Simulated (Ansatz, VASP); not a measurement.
# BaTe: VASP beside Ansatz

One calculation is typed for both programs; each brings its own data sets and cutoff. How far apart do they land? Other levels of theory on this material are compared in a session of their own.

Program: Ansatz 0.2.0. Level of theory: plane waves, with VASP 6.6.1 beside it; dielectric response at PBE. Results are calculated unless marked as measured.

The database entry behind the starting cell differs from later determinations by our own check (about 2.5 % short), so it need not match the best structure at ambient conditions.

## (1) Starting point

The structure is cubic, space group Fm-3m (No. 225). The conventional cell has a = 6.820 Å, b = 6.820 Å, c = 6.820 Å, α = 90.00°, β = 90.00°, γ = 90.00°. Ba has 6 Te at 3.41 Å nearest. Nearest to Te lie 6 Ba at 3.41 Å. Farther neighbours and most contacts between anions are not listed.

Coordinates:

```xyz
2
Lattice="0.0000 3.4100 3.4100 3.4100 0.0000 3.4100 3.4100 3.4100 0.0000" Properties=species:S:1:pos:R:3 pbc="T T T"
Ba    0.0000    0.0000    0.0000
Te    3.4100    3.4100    3.4100
```

## (2) VASP: dielectric response, PBE

The response to a field tests empty states and converges slowly with the mesh.

Lines of VASP's logs that name or quote its potential files are left out, and so is its time.

File INCAR:

```
SYSTEM = BaTe
PREC = Accurate
ENCUT = 400
EDIFF = 1E-08
NELM = 100
ISMEAR = 0
SIGMA = 0.01
LREAL = .FALSE.
ALGO = Normal
GGA = PE
NBANDS = 14
LWAVE = .FALSE.
LCHARG = .FALSE.
KPAR = 4
LEPSILON = .TRUE.
```

File POSCAR:

```
BaTe
1.0
    0.0000000000      3.4100000000      3.4100000000
    3.4100000000      0.0000000000      3.4100000000
    3.4100000000      3.4100000000      0.0000000000
Ba Te
1 1
Direct
    0.0000000000      0.0000000000      0.0000000000
    0.5000000000      0.5000000000      0.5000000000
```

File KPOINTS:

```
Automatic mesh
0
Gamma
9 9 9
0 0 0
```

Potentials, in the order of the species: Ba_sv and Te (PBE family, release 64).

Started as:

```
$ mpirun -np 4 vasp_std
```

Numbers of over 12 decimals in the logs are rounded to 6 here.

The log of the run:

```text
[banner, memory and clock lines left out]
running    4 mpi-ranks, on    1 nodes
 distrk:  each k-point on    1 cores,    4 groups
 distr:  one band on    1 cores,    1 groups

 POSCAR found type information on POSCAR BaTe
 POSCAR found :  2 types and       2 ions
 LDA part: xc-table for (Slater+PW92), standard interpolation
 POSCAR, INCAR and KPOINTS ok, starting setup
 FFT: planning ... GRIDC
 FFT: planning ... GRID_SOFT
 FFT: planning ... GRID
 WAVECAR not read
 entering main loop
       N       E                     dE             d eps       ncg     rms          rms(c)
DAV:   1     0.749982599695E+02    0.74998E+02   -0.55732E+03   980   0.785E+02
DAV:   2    -0.413516333708E+01   -0.79133E+02   -0.72711E+02  1308   0.152E+02
DAV:   3    -0.848507279671E+01   -0.43499E+01   -0.43120E+01  1336   0.386E+01
DAV:   4    -0.859886361178E+01   -0.11379E+00   -0.11376E+00  1230   0.633E+00
DAV:   5    -0.860054920122E+01   -0.16856E-02   -0.16856E-02  1368   0.665E-01    0.418E+00
DAV:   6    -0.850659672343E+01    0.93952E-01   -0.12427E-01  1172   0.177E+00    0.277E+00
DAV:   7    -0.850784946929E+01   -0.12527E-02   -0.10582E-01  1208   0.184E+00    0.787E-01
DAV:   8    -0.851175774531E+01   -0.39083E-02   -0.12682E-02  1010   0.703E-01    0.195E-01
DAV:   9    -0.851220637079E+01   -0.44863E-03   -0.66422E-04  1160   0.175E-01    0.440E-02
DAV:  10    -0.851234428126E+01   -0.13791E-03   -0.13745E-04  1010   0.760E-02    0.175E-02
DAV:  11    -0.851237270329E+01   -0.28422E-04   -0.56550E-05  1118   0.423E-02    0.184E-02
DAV:  12    -0.851237001138E+01    0.26919E-05   -0.68131E-06  1250   0.162E-02    0.510E-03
DAV:  13    -0.851237041877E+01   -0.40738E-06   -0.32927E-07  1112   0.369E-03    0.141E-03
DAV:  14    -0.851237049571E+01   -0.76944E-07   -0.27700E-08  1230   0.106E-03    0.551E-04
DAV:  15    -0.851237060531E+01   -0.10960E-06   -0.44603E-09   658   0.437E-04    0.252E-04
DAV:  16    -0.851237059514E+01    0.10168E-07   -0.40380E-10   490   0.141E-04    0.122E-04
DAV:  17    -0.851237058933E+01    0.58151E-08   -0.12178E-10   490   0.705E-05
   1 F= -.85123706E+01 E0= -.85123706E+01  d E =-.274261E-77
 Linear response reoptimize wavefunctions to high precision
DAV:   1    -0.851237058415E+01    0.51734E-08   -0.94575E-11   568   0.560E-05
DAV:   2    -0.851237058418E+01   -0.21828E-10   -0.17802E-11   490   0.245E-05
 Linear response G [H, r] |phi>, progress :
  Direction:   1
       N       E                     dE             d eps       ncg     rms
RMM:   1    -0.713610360306E+02   -0.71361E+02    0.38260E+02  2188   0.838E+01
RMM:   2    -0.730249207638E+02   -0.16639E+01   -0.17218E+01  1839   0.163E+01
RMM:   3    -0.733659344068E+02   -0.34101E+00   -0.48638E+00  2097   0.579E+00
RMM:   4    -0.733836490112E+02   -0.17715E-01   -0.76862E-01  2160   0.185E+00
RMM:   5    -0.733857528256E+02   -0.21038E-02   -0.10430E-01  2202   0.621E-01
RMM:   6    -0.733869960322E+02   -0.12432E-02   -0.71677E-03  2192   0.181E-01
RMM:   7    -0.733869826146E+02    0.13418E-04   -0.11570E-02  2158   0.561E-02
RMM:   8    -0.733871816808E+02   -0.19907E-03   -0.20002E-03  2153   0.196E-02
RMM:   9    -0.733871395466E+02    0.42134E-04    0.13966E-04  2121   0.712E-03
RMM:  10    -0.733871796264E+02   -0.40080E-04    0.44682E-04  2019   0.255E-03
RMM:  11    -0.733871743072E+02    0.53192E-05   -0.93037E-05  1895   0.101E-03
RMM:  12    -0.733871751237E+02   -0.81641E-06    0.13552E-04  1675   0.437E-04
RMM:  13    -0.733871745667E+02    0.55693E-06   -0.41827E-05  1524   0.235E-04
RMM:  14    -0.733871748382E+02   -0.27145E-06    0.20885E-05  1247   0.154E-04
RMM:  15    -0.733871746986E+02    0.13963E-06   -0.19581E-05  1048   0.127E-04
RMM:  16    -0.733871748189E+02   -0.12036E-06   -0.79406E-07   915   0.120E-04
RMM:  17    -0.733871747256E+02    0.93345E-07   -0.10572E-05   837   0.117E-04
RMM:  18    -0.733871748036E+02   -0.78027E-07   -0.27973E-06   775   0.117E-04
 Linear response G [H, r] |phi>, progress :
  Direction:   2
       N       E                     dE             d eps       ncg     rms
RMM:   1    -0.591829867637E+02   -0.59183E+02    0.49610E+02  2123   0.869E+01
RMM:   2    -0.612761625715E+02   -0.20932E+01   -0.12774E+01  1848   0.159E+01
RMM:   3    -0.615529958452E+02   -0.27683E+00   -0.27098E+00  2150   0.522E+00
RMM:   4    -0.615709340868E+02   -0.17938E-01   -0.35120E-01  2195   0.149E+00
RMM:   5    -0.615728986029E+02   -0.19645E-02   -0.40221E-02  2248   0.461E-01
RMM:   6    -0.615733919730E+02   -0.49337E-03   -0.29940E-03  2246   0.139E-01
RMM:   7    -0.615734767724E+02   -0.84799E-04   -0.33638E-03  2220   0.429E-02
RMM:   8    -0.615735626422E+02   -0.85870E-04    0.40493E-03  2251   0.151E-02
RMM:   9    -0.615735316230E+02    0.31019E-04   -0.16533E-03  2222   0.518E-03
RMM:  10    -0.615735302299E+02    0.13931E-05    0.50265E-04  2119   0.195E-03
RMM:  11    -0.615735299859E+02    0.24400E-06   -0.28497E-04  1974   0.748E-04
[...]
RMM:   2    -0.651218954629E+02   -0.77870E+00   -0.17254E+01  1821   0.157E+01
RMM:   3    -0.654449043647E+02   -0.32301E+00   -0.41884E+00  2042   0.529E+00
RMM:   4    -0.654648862836E+02   -0.19982E-01   -0.56344E-01  2071   0.164E+00
RMM:   5    -0.654702676177E+02   -0.53813E-02   -0.68299E-02  2120   0.501E-01
RMM:   6    -0.654711856196E+02   -0.91800E-03   -0.59641E-03  2122   0.146E-01
[...]
RMM:  10    -0.128840253134E+01    0.11893E-08   -0.46535E-06  1569   0.731E-05
RMM:  11    -0.128840252429E+01    0.70539E-08   -0.81350E-07  1250   0.472E-05
RMM:  12    -0.128840250780E+01    0.16482E-07   -0.20974E-07  1053   0.409E-05
RMM:  13    -0.128840250315E+01    0.46582E-08   -0.10288E-07   949   0.402E-05
RMM:  14    -0.128840250314E+01    0.19942E-11   -0.89637E-11   885   0.401E-05
 change of polarisation eV/A/(eV/A) component  2 :     0.712     2.577    -0.169
 dielectric tensor                  component  2 :     1.625     6.880    -0.386
 Linear response to external field (no local field effect), progress :
  Direction:   3
       N       E                     dE             d eps       ncg     rms          rms(c)
RMM:   1    -0.921581046838E+00   -0.92158E+00   -0.27094E+00  2226   0.354E+00
RMM:   2    -0.943906739214E+00   -0.22326E-01   -0.12504E-01  1985   0.910E-01
RMM:   3    -0.947277190951E+00   -0.33705E-02   -0.86353E-03  2052   0.221E-01
RMM:   4    -0.947566236499E+00   -0.28905E-03   -0.61150E-04  2143   0.586E-02
RMM:   5    -0.947582869388E+00   -0.16633E-04   -0.51199E-05  2131   0.164E-02
RMM:   6    -0.947584241501E+00   -0.13721E-05    0.12258E-05  1996   0.496E-03
RMM:   7    -0.947584342691E+00   -0.10119E-06   -0.12811E-05  1883   0.171E-03
RMM:   8    -0.947584363922E+00   -0.21231E-07   -0.26497E-05  1933   0.601E-04
RMM:   9    -0.947584368158E+00   -0.42357E-08    0.33428E-06  1816   0.201E-04
RMM:  10    -0.947584366824E+00    0.13340E-08   -0.37584E-06  1349   0.797E-05
RMM:  11    -0.947584373878E+00   -0.70544E-08    0.74402E-07  1077   0.493E-05
RMM:  12    -0.947584363693E+00    0.10185E-07   -0.20584E-07   912   0.407E-05
RMM:  13    -0.947584358818E+00    0.48747E-08   -0.76942E-09   775   0.393E-05
 change of polarisation eV/A/(eV/A) component  3 :     0.160    -0.169     1.895
 dielectric tensor                  component  3 :     0.365    -0.386     5.324
 Linear response to external field, progress :
  Direction:   1
       N       E                     dE             d eps       ncg     rms          rms(c)
RMM:   1    -0.129325078803E+01   -0.12933E+01   -0.49901E+00  4839   0.376E+00
RMM:   2    -0.133761485777E+01   -0.44364E-01   -0.13403E-01  4285   0.969E-01    0.219E+00
RMM:   3    -0.126245083768E+01    0.75164E-01   -0.11342E-01  3760   0.147E+00    0.115E+00
RMM:   4    -0.132470088521E+01   -0.62250E-01   -0.12714E-01  3678   0.153E+00    0.247E-01
RMM:   5    -0.136516923667E+01   -0.40468E-01   -0.75102E-03  3952   0.473E-01    0.762E-02
RMM:   6    -0.136962576652E+01   -0.44565E-02   -0.15159E-03  4611   0.123E-01    0.360E-02
RMM:   7    -0.137138029200E+01   -0.17545E-02   -0.15388E-04  4286   0.385E-02    0.654E-03
RMM:   8    -0.137148304011E+01   -0.10275E-03   -0.80383E-05  4723   0.127E-02    0.329E-03
RMM:   9    -0.137164888944E+01   -0.16585E-03   -0.53841E-05  4286   0.642E-03    0.577E-04
RMM:  10    -0.137167030623E+01   -0.21417E-04   -0.15416E-05  4801   0.197E-03    0.242E-04
RMM:  11    -0.137166951884E+01    0.78739E-06   -0.10768E-05  4561   0.603E-04    0.643E-05
RMM:  12    -0.137166571973E+01    0.37991E-05   -0.13453E-06  4376   0.243E-04    0.819E-05
RMM:  13    -0.137166538281E+01    0.33692E-06   -0.16827E-06  3366   0.868E-05    0.922E-06
 change of polarisation eV/A/(eV/A) component  1 :     2.449     0.441     0.116
 dielectric tensor                  component  1 :     6.587     1.006     0.264
 Linear response to external field, progress :
  Direction:   2
       N       E                     dE             d eps       ncg     rms          rms(c)
RMM:   1    -0.129327318643E+01   -0.12933E+01   -0.49903E+00  4847   0.377E+00
RMM:   2    -0.133763001475E+01   -0.44357E-01   -0.13455E-01  4311   0.974E-01    0.219E+00
RMM:   3    -0.126243615107E+01    0.75194E-01   -0.11326E-01  3770   0.147E+00    0.115E+00
RMM:   4    -0.132473293269E+01   -0.62297E-01   -0.12747E-01  3688   0.154E+00    0.247E-01
RMM:   5    -0.136520488632E+01   -0.40472E-01   -0.75424E-03  3962   0.475E-01    0.757E-02
RMM:   6    -0.136963765578E+01   -0.44328E-02   -0.15323E-03  4636   0.124E-01    0.358E-02
RMM:   7    -0.137137741813E+01   -0.17398E-02   -0.20538E-04  4315   0.388E-02    0.661E-03
RMM:   8    -0.137148332631E+01   -0.10591E-03   -0.17407E-04  4754   0.128E-02    0.331E-03
RMM:   9    -0.137164850916E+01   -0.16518E-03   -0.61463E-05  4297   0.646E-03    0.514E-04
RMM:  10    -0.137167049454E+01   -0.21985E-04   -0.19663E-05  4833   0.202E-03    0.206E-04
RMM:  11    -0.137166964814E+01    0.84639E-06   -0.16055E-05  4591   0.604E-04    0.629E-05
RMM:  12    -0.137166532873E+01    0.43194E-05   -0.66259E-07  4411   0.246E-04    0.799E-05
RMM:  13    -0.137166531701E+01    0.11721E-07   -0.23126E-06  3466   0.877E-05    0.834E-06
 change of polarisation eV/A/(eV/A) component  2 :     0.380     2.449    -0.006
 dielectric tensor                  component  2 :     0.867     6.587    -0.014
 Linear response to external field, progress :
  Direction:   3
       N       E                     dE             d eps       ncg     rms          rms(c)
RMM:   1    -0.129327530455E+01   -0.12933E+01   -0.49903E+00  4850   0.377E+00
RMM:   2    -0.133762964226E+01   -0.44354E-01   -0.13455E-01  4311   0.974E-01    0.219E+00
RMM:   3    -0.126243619841E+01    0.75193E-01   -0.11326E-01  3769   0.147E+00    0.115E+00
RMM:   4    -0.132473385931E+01   -0.62298E-01   -0.12748E-01  3688   0.154E+00    0.247E-01
RMM:   5    -0.136520798631E+01   -0.40474E-01   -0.75477E-03  3962   0.475E-01    0.757E-02
RMM:   6    -0.136963617753E+01   -0.44282E-02   -0.15352E-03  4635   0.124E-01    0.358E-02
RMM:   7    -0.137137768644E+01   -0.17415E-02   -0.53257E-05  4310   0.388E-02    0.659E-03
RMM:   8    -0.137148292779E+01   -0.10524E-03   -0.16719E-04  4742   0.128E-02    0.329E-03
RMM:   9    -0.137164791245E+01   -0.16498E-03   -0.69956E-05  4306   0.651E-03    0.500E-04
RMM:  10    -0.137167118283E+01   -0.23270E-04   -0.17287E-05  4832   0.202E-03    0.206E-04
RMM:  11    -0.137166948968E+01    0.16931E-05   -0.12097E-05  4575   0.614E-04    0.603E-05
RMM:  12    -0.137166536434E+01    0.41253E-05   -0.22370E-06  4426   0.250E-04    0.721E-05
RMM:  13    -0.137166534524E+01    0.19104E-07   -0.18704E-06  3464   0.884E-05    0.877E-06
 change of polarisation eV/A/(eV/A) component  3 :     0.054     0.320     2.449
 dielectric tensor                  component  3 :     0.123     0.730     6.587
 Born effective charges drift removed
```

Parts of OUTCAR (step 2):

```text
ion  position               nearest neighbor table
   1  0.000  0.000  0.000-   2 3.41   2 3.41   2 3.41   2 3.41   2 3.41   2 3.41
   2  0.500  0.500  0.500-   1 3.41   1 3.41   1 3.41   1 3.41   1 3.41   1 3.41

  LATTYP: Found a face centered cubic cell.
 ALAT       =     6.8200000000

 Subroutine GETGRP returns: Found 48 space group operations
 (whereof 48 operations were pure point group operations)

The static configuration has the point symmetry O_h .

 Found     35 irreducible k-points:

   k-points           NKPTS =     35   k-points in BZ     NKDIM =     35   number of bands    NBANDS=     14

   dimension x,y,z NGX =    32 NGY =   32 NGZ =   32
   dimension x,y,z NGXF=    64 NGYF=   64 NGZF=   64

   ENCUT  =  400.0 eV  29.40 Ry    5.42 a.u.   7.86  7.86  7.86*2*pi/ulx,y,z

   NELECT =      16.0000    total number of electrons

 k-points in reciprocal lattice and weights: Automatic mesh
   0.00000000  0.00000000  0.00000000       0.001
   0.11111111  0.00000000  0.00000000       0.011
   0.22222222  0.00000000  0.00000000       0.011
   0.33333333  0.00000000  0.00000000       0.011
   0.44444444  0.00000000  0.00000000       0.011
   0.11111111  0.11111111  0.00000000       0.008
   0.22222222  0.11111111  0.00000000       0.033
   0.33333333  0.11111111  0.00000000       0.033
   0.44444444  0.11111111  0.00000000       0.033
[...]
-0.33333333  0.44444444  0.11111111       0.033
  -0.33333333  0.44444444  0.22222222       0.033

 average (electrostatic) potential at core
       1 -36.1517       2 -89.8530

  Total        2.0954074      2.0954074      2.0954074      0.0000000      0.0000000      0.0000000
  in kB       42.3336712     42.3336712     42.3336712      0.0000000      0.0000000      0.0000000
  external PRESSURE =      42.3336712 kB  Pullay stress =       0.0000000 kB

  energy-cutoff  :      400.00
  volume of cell :       79.30
      direct lattice vectors                 reciprocal lattice vectors
     0.000000000  3.410000000  3.410000000    -0.146627566  0.146627566  0.146627566
     3.410000000  0.000000000  3.410000000     0.146627566 -0.146627566  0.146627566
     3.410000000  3.410000000  0.000000000     0.146627566  0.146627566 -0.146627566

 POSITION                                       TOTAL-FORCE (eV/Angst)
 -----------------------------------------------------------------------------------
      0.00000      0.00000      0.00000         0.000000     -0.000000     -0.000000
      3.41000      3.41000      3.41000        -0.000000      0.000000      0.000000
 -----------------------------------------------------------------------------------
    total drift:                                0.000000     -0.000000     -0.000000

 MACROSCOPIC STATIC DIELECTRIC TENSOR (including local field effects in DFT)
 ------------------------------------------------------
           6.587123     0.000000     0.000000
           0.000000     6.587123     0.000000
          -0.000000    -0.000000     6.587123
 ------------------------------------------------------

 PIEZOELECTRIC TENSOR (including local field effects)  for field in x, y, z        (C/m^2)
          XX          YY          ZZ          XY          YZ          ZX
  --------------------------------------------------------------------------------
  x     0.00000     0.00000     0.00000     0.00000     0.00000     0.00000
  y     0.00000     0.00000     0.00000     0.00000     0.00000     0.00000
  z     0.00000     0.00000     0.00000     0.00000     0.00000     0.00000

 BORN EFFECTIVE CHARGES (including local field effects) (in |e|, cummulative output)
 ---------------------------------------------------------------------------------
 ion    1
    1     2.60315     0.00000     0.00000
    2     0.00000     2.60315     0.00000
    3     0.00000     0.00000     2.60315
 ion    2
    1    -2.60315     0.00000     0.00000
    2     0.00000    -2.60315     0.00000
    3     0.00000     0.00000    -2.60315
```

(Continued in part 2 of 2.)

[Lines on the potential files, build, host, timing and source positions are cut from VASP's logs without a mark.]

[Logs are printed without paths, hosts, clocks, repeated set-up lines and the standing remarks that a program may print on its own settings, such as how far it seeks lower states.]

[Hosts, paths, dates, database ids (printed as entryN), source tags and the programs' standing remarks are cut or masked in the printed files.]
